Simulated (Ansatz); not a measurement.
# Band structure of Na₂S

```
CELL_PARAMETERS angstrom
0.00000 3.26300 3.26300
3.26300 0.00000 3.26300
3.26300 3.26300 0.00000
ATOMIC_POSITIONS crystal
Na 0.25000 0.25000 0.25000
Na 0.75000 0.75000 0.75000
S 0.00000 0.00000 0.00000
```

Atom numbers follow the list: Na1, Na2, S3.

Conventional cell: a = 6.526 Å, b = 6.526 Å, c = 6.526 Å, α = 90.00°, β = 90.00°, γ = 90.00°. Na (atom 1) is surrounded by 4 S at 2.83 Å. Around S (atom 3) lie 8 Na at 2.83 Å.

The cell is COD entry 1011374, as deposited and not checked against the literature; nothing was relaxed.

Theory: Ansatz 0.2.0, DFT, PBEsol, all-electron LAPW, scalar-relativistic.

Settings: a Γ-centred 8×8×8 k mesh, Fermi–Dirac smearing of 0.02 eV, basis error target 1 meV/atom, no spin polarisation.

Points in fractions of the reciprocal vectors of this cell: Γ (0, 0, 0), X (0.5, 0, 0.5), U (0.625, 0.25, 0.625), K (0.375, 0.375, 0.75), L (0.5, 0.5, 0.5), W (0.5, 0.25, 0.75). The path runs Γ–X–U–K–Γ–L–W–X. Energies are in eV from the top of the valence band; (×n) counts levels within 4 meV of each other, which need not be degenerate by symmetry.

Question: Metal or insulator at this level of theory?

Answer: An insulator or semiconductor: gap 2.39 eV, direct at Γ.

Question: Tabulate bands 14 to 18, counted from the lowest band of the run, along the path.

Answer: 
```tsv
k (1/Å)	point	band 14	band 15	band 16	band 17	band 18
0.00	Γ	0.00	0.00	0.00	2.39	7.66
0.14		-0.16	-0.03	-0.03	2.63	7.54
0.28		-0.50	-0.10	-0.10	3.18	7.24
0.41		-0.85	-0.20	-0.20	3.77	6.86
0.55		-1.14	-0.30	-0.30	4.08	6.50
0.69		-1.34	-0.39	-0.39	3.99	6.21
0.83		-1.46	-0.45	-0.45	3.79	6.02
0.96	X	-1.50	-0.47	-0.47	3.70	5.96
1.01		-1.49	-0.48	-0.47	3.72	5.98
1.06		-1.48	-0.53	-0.46	3.77	6.02
1.11		-1.45	-0.59	-0.45	3.86	6.09
1.16		-1.42	-0.67	-0.43	3.97	6.18
1.21		-1.37	-0.76	-0.41	4.10	6.28
1.25		-1.32	-0.86	-0.39	4.25	6.35
1.30	U	-1.25	-0.95	-0.36	4.41	6.38
1.39		-1.22	-0.98	-0.37	4.53	6.40
1.47		-1.21	-0.97	-0.41	4.69	6.43
1.56		-1.20	-0.93	-0.45	4.81	6.43
1.64		-1.20	-0.93	-0.45	4.81	6.43
1.72		-1.21	-0.97	-0.41	4.69	6.43
1.81		-1.22	-0.98	-0.37	4.53	6.40
1.89	K	-1.25	-0.95	-0.36	4.41	6.38
2.04		-1.19	-1.03	-0.27	4.95	6.10
2.18		-1.30	-0.77	-0.17	5.29	5.76
2.33		-1.23	-0.51	-0.09	4.67	6.36
2.48		-0.98	-0.29	-0.04	3.95	7.07
2.62		-0.60	-0.12	-0.01	3.25	7.32
2.77		-0.20	-0.03	0.00	2.65	7.55
2.91	Γ	0.00	0.00	0.00	2.39	7.66
3.03		-0.15	-0.01	-0.01	2.57	7.59
3.15		-0.48	-0.03	-0.03	3.00	7.39
3.27		-0.85	-0.05	-0.05	3.52	7.13
3.39		-1.19	-0.08	-0.08	4.00	6.85
3.51		-1.46	-0.11	-0.11	4.39	6.60
3.63		-1.63	-0.13	-0.13	4.65	6.41
3.75	L	-1.69	-0.13	-0.13	4.74	6.34
3.85		-1.66	-0.19	-0.15	4.83	6.15
3.94		-1.60	-0.34	-0.18	5.10	5.78
4.04		-1.51	-0.54	-0.24	5.42	5.47
4.14		-1.38	-0.73	-0.32	5.10	5.89
4.23		-1.24	-0.90	-0.43	4.87	6.32
4.33		-1.11	-1.00	-0.54	4.73	6.76
4.43	W	-1.04	-1.04	-0.60	4.68	7.19
4.50		-1.15	-0.93	-0.60	4.61	6.92
4.57		-1.25	-0.81	-0.58	4.43	6.66
4.63		-1.34	-0.70	-0.55	4.22	6.43
4.70		-1.41	-0.61	-0.52	4.01	6.23
4.77		-1.46	-0.53	-0.50	3.84	6.09
4.84		-1.49	-0.49	-0.48	3.74	5.99
4.91	X	-1.50	-0.47	-0.47	3.70	5.96
```

Kohn–Sham gaps of semilocal functionals usually fall short of measured ones.
